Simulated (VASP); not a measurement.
# SnO (Pmn2_1) in VASP: further runs

One crystal, SnO, is run at these levels: HSE06; tasks: single point.

All numbers are computed with VASP 6.6.1; they aren't measurements. Logs are shortened: lines on timing, memory, paths and dates and some standing lists are left out, and cuts for length are marked.

## (1) Starting point

Symmetry: Pmn2_1, No. 31, orthorhombic system. Conventional cell: a = 3.355 Å, b = 5.674 Å, c = 4.222 Å, α = 90.00°, β = 90.00°, γ = 90.00°. Sn (site symmetry m) is surrounded by 3 O at 2.15 to 2.16 Å. O (site symmetry m) is surrounded by 3 Sn at 2.15 to 2.16 Å.

The cell comes from a database or a generator and needn't be the stable form of this composition.

## (2) Single point, HSE06

File POSCAR:

```
SnO
1.0
    3.3550050000      0.0000000000      0.0000000000
    0.0000000000      5.6741040000      0.0000000000
    0.0000000000      0.0000000000      4.2219700000
Sn O
2 2
Direct
    0.5000000000      0.7680910000      0.0131440000
    0.0000000000      0.2319090000      0.5131440000
    0.5000000000      0.1087500000      0.2368570000
    0.0000000000      0.8912500000      0.7368570000
```

File INCAR.step1:

```
  PREC = Accurate
  ENCUT = 460
  EDIFF = 1E-5
  ISMEAR = 0
  SIGMA = 0.01
  LREAL = False
  LASPH = True
  NELM = 100
  ALGO = Normal
  ISIF = 2
  LWAVE = True
  NKRED = 1
  NBANDS = 28
  GGA = PE
```

File INCAR.step2:

```
  PREC = Accurate
  ENCUT = 460
  EDIFF = 1E-6
  ISMEAR = 0
  SIGMA = 0.01
  LREAL = False
  LASPH = True
  NELM = 100
  ALGO = Normal
  ISIF = 2
  LWAVE = False
  LCHARG = False
  GGA = PE
  LHFCALC = True
  HFSCREEN = 0.2
  PRECFOCK = Fast
  NKRED = 1
  NBANDS = 28
  ISTART = 1
```

File KPOINTS:

```
regular mesh
0
Gamma
  4 3 3
```

Potentials or basis: VASP PAW PBE potentials, release 64 (Sn_d, O).

Started as:

```sh
$ cat potpaw_PBE.64/Sn_d/POTCAR potpaw_PBE.64/O/POTCAR > POTCAR
$ cp INCAR.step1 INCAR
$ mpirun -np 1 vasp_std > vasp.out
$ cp INCAR.step2 INCAR
$ mpirun -np 1 vasp_std > vasp.out
```

OUTCAR:

```text
PREC = Accurate
   ENCUT = 460
   EDIFF = 1E-6
   ISMEAR = 0
   LREAL = False
   LASPH = True
   NELM = 100
   ISIF = 2
   GGA = PE
   LHFCALC = True
   HFSCREEN = 0.2
   PRECFOCK = Fast
   NKRED = 1
   ISTART = 1

 Found     12 irreducible k-points:

 Following reciprocal coordinates:
            Coordinates               Weight
  0.000000  0.000000  0.000000      1.000000
  0.250000  0.000000  0.000000      2.000000
  0.500000  0.000000  0.000000      1.000000
  0.000000  0.333333  0.000000      2.000000
  0.250000  0.333333  0.000000      4.000000
  0.500000  0.333333  0.000000      2.000000
   k-points           NKPTS =     12   k-points in BZ     NKDIM =     36   number of bands    NBANDS=     28
   number of dos      NEDOS =    301   number of ions     NIONS =      4
   total plane-waves  NPLWV =  28800
   dimension x,y,z NGX =    24 NGY =   40 NGZ =   30
   dimension x,y,z NGXF=    48 NGYF=   80 NGZF=   60
   ions per type =               2   2
   NGX,Y,Z   is equivalent  to a cutoff of  11.89, 11.72, 11.81 a.u.
   NGXF,Y,Z  is equivalent  to a cutoff of  23.78, 23.44, 23.63 a.u.
 SYSTEM =  unknown system
   PREC   = accura    normal or accurate (medium, high low for compatibility)
   ISTART =      1    job   : 0-new  1-cont  2-samecut
   ICHARG =      0    charge: 1-file 2-atom 10-const
   ISPIN  =      1    spin polarized calculation?
   LNONCOLLINEAR =      F non collinear calculations
   LSORBIT =      F    spin-orbit coupling
   LASPH  =      T    aspherical Exc in radial PAW
   ENCUT  =  460.0 eV  33.81 Ry    5.81 a.u.   5.87  9.92  7.38*2*pi/ulx,y,z
   NELM   =    100;   NELMIN=  2; NELMDL=  0     # of ELM steps
   EDIFF  = 0.1E-05   stopping-criterion for ELM
   LREAL  =      F    real-space projection
   EDIFFG = 0.1E-04   stopping-criterion for IOM
   NSW    =      0    number of steps for IOM
   IBRION =     -1    ionic relax: 0-MD 1-quasi-New 2-CG
   NFREE  =      0    steps in history (QN), initial steepest desc. (CG)
   ISIF   =      2    stress and relaxation
   ISYM   =      3    0-nonsym 1-usesym 2-fastsym
   POTIM  = 0.5000    time-step for ionic-motion
   TEBEG  =    0.0;   TEEND  =   0.0 temperature during run
   PSTRESS=    0.0 pullay stress
   NELECT =      40.0000    total number of electrons
   NUPDOWN=      -1.0000    fix difference up-down
   EMIN   =  10.00;   EMAX   =-10.00  energy-range for DOS
   EFERMI =   0.00;   METHOD = LEGACY
   ISMEAR =     0;   SIGMA  =   0.01  broadening in eV -4-tet -1-fermi 0-gaus
   EFERMI_NEDOS =   21; number of points for ismear=-14 and -15
   IALGO  =     38    algorithm
   IMIX   =      1    mixing-type and parameters
     AMIX     =   0.40;   BMIX     =  1.00
     AMIX_MAG =   1.60;   BMIX_MAG =  1.00
  volume/ion in A,a.u.               =      20.09       135.59
  Fermi-wavevector in a.u.,A,eV,Ry     =   1.297357  2.451650 22.900458  1.683136
  Thomas-Fermi vector in A             =   2.428755
   LORBIT       =      0    0 simple, 1 ext, 2 COOP (PROOUT), +10 PAW based schemes
   GGA     = PE    functional components
   LHFCALC =     T    Hartree Fock is set to
   PRECFOCK=fast      Normal, Fast or Accurate (Low or Medium for compatibility)
   ENCUT4O =  -1.0   cutoff for four orbital integrals eV
   NKREDX  =     1    reduce k-point grid by
   NKREDY  =     1    reduce k-point grid by
   NKREDZ  =     1    reduce k-point grid by
   AEXX    =    0.2500 exact exchange contribution
   HFSCREEN=    0.2000 screening length (either q_TF or 0.3 A-1)
   HFSCREENC=   0.2000 screening length for correlation (either q_TF or 0.3 A-1)
   ENCUTFOCK=  -1.0 apply spherical cutoff to Coloumb kernel
   IVDW    =     0    specifies the selected vdW correction
   LEPSILON=     F    determine dielectric tensor
   LRPA    =     F    only Hartree local field effects (RPA)
 non-spin polarized calculation
 Gauss-broadening in eV      SIGMA  =   0.01
  energy-cutoff  :      460.00
  volume of cell :       80.37
 maximum number of plane-waves:      1812
 NGX is ok and might be reduce to    24
  NGX = 14; NGY = 24; NGZ = 18

 number of electron      39.9999995 magnetization

 Free energy of the ion-electron system (eV)
  ---------------------------------------------------
  ext. energy  EPLUGINS =         0.00000000
  ---------------------------------------------------
  free energy    TOTEN  =       -27.77222680 eV

  energy without entropy =      -27.77222680  energy(sigma->0) =      -27.77222680

 E-fermi :   4.4138     XC(G=0):  -7.8946

 val. band max:        4.3486604144   @ k =   0.0000   0.0000   0.0000
 cond. band min:       6.7727274843   @ k =   0.5000   0.3333   0.3333
 fundamental gap:      2.4240670699
 Fermi energy:         4.4138233863

 k-point     1 :       0.0000    0.0000    0.0000
  band No.  band energies     occupation
      1     -18.9154      2.00000
      2     -18.5333      2.00000
      3     -18.4359      2.00000
      4     -18.4227      2.00000
      5     -18.3937      2.00000
      6     -18.3529      2.00000
[... 20 lines left out ...]
     27      14.1978      0.00000
     28      14.8168      0.00000

 k-point     2 :       0.2500    0.0000    0.0000
  band No.  band energies     occupation
      1     -18.9035      2.00000
      2     -18.6464      2.00000
      3     -18.4341      2.00000
      4     -18.4196      2.00000
      5     -18.3958      2.00000
      6     -18.3579      2.00000
[... 20 lines left out ...]
     27      13.8587      0.00000
     28      15.0985      0.00000

 k-point     3 :       0.5000    0.0000    0.0000
  band No.  band energies     occupation
      1     -18.8692      2.00000
      2     -18.8692      2.00000
      3     -18.4055      2.00000
      4     -18.4055      2.00000
      5     -18.3572      2.00000
      6     -18.3572      2.00000
[... 58 lines left out ...]
      3     -18.4379      2.00000
      4     -18.4162      2.00000
      5     -18.3914      2.00000
      6     -18.3597      2.00000
[... 20 lines left out ...]
     27      14.4041      0.00000
     28      15.4146      0.00000

 k-point     6 :       0.5000    0.3333    0.0000
  band No.  band energies     occupation
      1     -18.8731      2.00000
      2     -18.8731      2.00000
      3     -18.4022      2.00000
      4     -18.4022      2.00000
      5     -18.3574      2.00000
      6     -18.3574      2.00000
[... 20 lines left out ...]
     27      14.2919      0.00000
     28      14.2919      0.00000

 [... further k-points ...]

------------------------ aborting loop because EDIFF is reached ----------------------------------------

  FORCE on cell =-STRESS in cart. coord.  units (eV):
  Direction    XX          YY          ZZ          XY          YZ          ZX
  --------------------------------------------------------------------------------------
  -------------------------------------------------------------------------------------
  Total       -2.1734719     -1.5568961     -1.4184642      0.0000000      0.0000000      0.0000000
  in kB      -43.3270387    -31.0359182    -28.2763498      0.0000000      0.0000000      0.0000000
  external PRESSURE =     -34.2131022 kB  Pullay stress =       0.0000000 kB

 VOLUME and BASIS-vectors are now :
 -----------------------------------------------------------------------------
  energy-cutoff  :      460.00
  volume of cell :       80.37
      direct lattice vectors                 reciprocal lattice vectors
     3.355005000  0.000000000  0.000000000     0.298062149  0.000000000  0.000000000
     0.000000000  5.674104000  0.000000000     0.000000000  0.176239279  0.000000000
     0.000000000  0.000000000  4.221970000     0.000000000  0.000000000  0.236856254

 POSITION                                       TOTAL-FORCE (eV/Angst)
 -----------------------------------------------------------------------------------
      1.67750      4.35823      0.05549         0.000000      0.614808     -0.227392
      0.00000      1.31588      2.16648         0.000000     -0.614808     -0.227392
      1.67750      0.61706      1.00000         0.000000     -0.202597      0.227392
      0.00000      5.05705      3.11099         0.000000      0.202597      0.227392
 -----------------------------------------------------------------------------------
    total drift:                                0.000005      0.000000     -0.002116

  FREE ENERGIE OF THE ION-ELECTRON SYSTEM (eV)
  ---------------------------------------------------
  free  energy   TOTEN  =       -27.7722267984 eV

  energy  without entropy=      -27.7722267984  energy(sigma->0) =      -27.77222680
```

OSZICAR.step1:

```text
N       E                     dE             d eps       ncg     rms          rms(c)
DAV:   1     0.418808585843E+03    0.41881E+03   -0.19162E+04   692   0.197E+03
DAV:   2     0.388381328227E+02   -0.37997E+03   -0.36379E+03   700   0.521E+02
DAV:   3    -0.234545896504E+02   -0.62293E+02   -0.61382E+02   768   0.182E+02
DAV:   4    -0.263649491216E+02   -0.29104E+01   -0.28985E+01   784   0.431E+01
DAV:   5    -0.264369051416E+02   -0.71956E-01   -0.71936E-01   744   0.725E+00    0.119E+01
DAV:   6    -0.225319929072E+02    0.39049E+01   -0.17287E+01  1100   0.474E+01    0.531E+00
DAV:   7    -0.224814800874E+02    0.50513E-01   -0.22728E+00   788   0.906E+00    0.260E+00
DAV:   8    -0.224592147200E+02    0.22265E-01   -0.33671E-01   888   0.392E+00    0.814E-01
DAV:   9    -0.224494900009E+02    0.97247E-02   -0.50134E-02  1100   0.227E+00    0.244E-01
DAV:  10    -0.224511839068E+02   -0.16939E-02   -0.89637E-03   964   0.866E-01    0.170E-01
DAV:  11    -0.224505406318E+02    0.64327E-03   -0.23667E-03  1040   0.462E-01    0.223E-02
DAV:  12    -0.224505868535E+02   -0.46222E-04   -0.40778E-04   728   0.113E-01    0.320E-02
DAV:  13    -0.224505829424E+02    0.39111E-05   -0.27158E-05   664   0.543E-02
   1 F= -.22450583E+02 E0= -.22450583E+02  d E =-.649089E-69
```

Run time: 5.5 min. Hardware: 1 thread of Intel Xeon 6975P-C (Granite Rapids), shared host; peak memory 0.29 GiB.

The run converged, but some of its settings lie outside the range that counts as converged, so its numbers aren't taken as properties of the crystal.

Results:

```
Free energy            : -27.7722 eV
Pressure               : -3.4 GPa
Largest force          : 0.656 eV/Å
Band gap on the k mesh : 2.42 eV, indirect (least direct gap 3.06 eV)
```

Caveat: the k mesh is coarse (spacing up to 0.50 Å⁻¹), so the values aren't converged, least of all with exact exchange; the cutoff is under 1.25 times the usual one of these potentials, so pressure, stress and relaxed cells hold a basis-set (Pulay) error; the PAW data sets were made with another functional, which shifts forces and pressure a little; spin-orbit coupling is left out, which moves the levels of the heavy elements; an odd mesh through Γ misses points on the zone boundary, where band edges often lie.

## (3) Single point, HSE06

POSCAR is that of step 2.

INCAR.step1, as its differences from that of step 2:

```diff
@@ -1,3 +1,3 @@
   PREC = Accurate
-  ENCUT = 460
+  ENCUT = 520
   EDIFF = 1E-5
```

INCAR.step2, as its differences from that of step 2:

```diff
@@ -1,3 +1,3 @@
   PREC = Accurate
-  ENCUT = 460
+  ENCUT = 520
   EDIFF = 1E-6
```

File KPOINTS:

```
regular mesh
0
Gamma
  5 3 4
```

Potentials or basis: VASP PAW PBE potentials, release 64 (Sn_d, O).

Started as:

```sh
$ cat potpaw_PBE.64/Sn_d/POTCAR potpaw_PBE.64/O/POTCAR > POTCAR
$ cp INCAR.step1 INCAR
$ mpirun -np 1 vasp_std > vasp.out
$ cp INCAR.step2 INCAR
$ mpirun -np 1 vasp_std > vasp.out
```

Run time: 14 min. Hardware: 1 thread of Intel Xeon 6975P-C (Granite Rapids), shared host; peak memory 0.31 GiB.

These settings aren't checked as converged: the numbers below hold their error.

Results:

- Free energy: -27.7569 eV
- Pressure: -3.0 GPa
- Largest force: 0.669 eV/Å
- Band gap on the k mesh: 2.31 eV, indirect (least direct gap 2.90 eV)

Caveat: the PAW data sets were made with another functional, which shifts forces and pressure a little; spin-orbit coupling is left out, which moves the levels of the heavy elements; an odd mesh through Γ misses points on the zone boundary, where band edges often lie.
